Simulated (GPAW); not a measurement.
Input of a GPAW 26.7.0 run:

run.py

```python
from ase.filters import FrechetCellFilter
from ase.io import read, write
from ase.optimize import LBFGS
from gpaw import GPAW, PW, setup_paths

setup_paths.insert(0, '.')

atoms = read('POSCAR')

calc = GPAW(mode=PW(600),
            xc='GGA_X_PBEINT+GGA_C_PBEINT',
            kpts={'size': (5, 5, 4), 'gamma': True},
            occupations={'name': 'fermi-dirac', 'width': 0.05},
            nbands=21,
            convergence={'density': 1e-06, 'energy': 1e-06, 'eigenstates': 1e-10},
            maxiter=150,
            txt='gpaw.txt')
atoms.calc = calc
opt = LBFGS(FrechetCellFilter(atoms), trajectory='relax.traj', logfile='-')
done = opt.run(fmax=0.02, steps=60)
calc.write('gs.gpw')
write('result.traj', atoms)
print('Converged:', done)
print('Cell:', atoms.cell.cellpar().round(4))
print('Volume:', round(atoms.get_volume(), 4))
print(atoms.get_scaled_positions().round(5))
```

The input POSCAR:

```
P
1.0
    1.6477431241     -5.4650377251      0.0000000000
    1.6477431241      5.4650377251      0.0000000000
    0.0000000000      0.0000000000      4.5436355900
P
4
Direct
    0.9041431300      0.0958568700      0.5888151700
    0.0958568700      0.9041431300      0.4111848300
    0.5958568700      0.4041431300      0.0888151700
    0.4041431300      0.5958568700      0.9111848300
```

Potentials or basis: PAW data sets generated in the run's folder for this functional, pw.

Run with:

```sh
$ gpaw-setup -f GGA_X_PBEINT+GGA_C_PBEINT P
$ OMP_NUM_THREADS=1 python run.py
```

Task: Predict the space group after relaxing (to 0.05 Å).

Result: Cmce (No. 64).

Task: What does it give for the relaxed volume?

Result: 17.54 Å³/atom.

Task: Predict the relaxed cell.

Result: a = 5.418 Å, b = 5.418 Å, c = 4.010 Å, α = 90.00°, β = 90.00°, γ = 143.43°.

Forces on the atoms (eV/Å):
```
P    0.000  0.000  0.003
P    0.000  0.000 -0.003
P    0.000  0.000  0.003
P    0.000  0.000 -0.003
```

Caveat: the k mesh is coarse (spacing up to 0.40 Å⁻¹), so the values aren't converged; later steps reuse the first step's grids; the program warned that so skewed a cell can give wrong results.
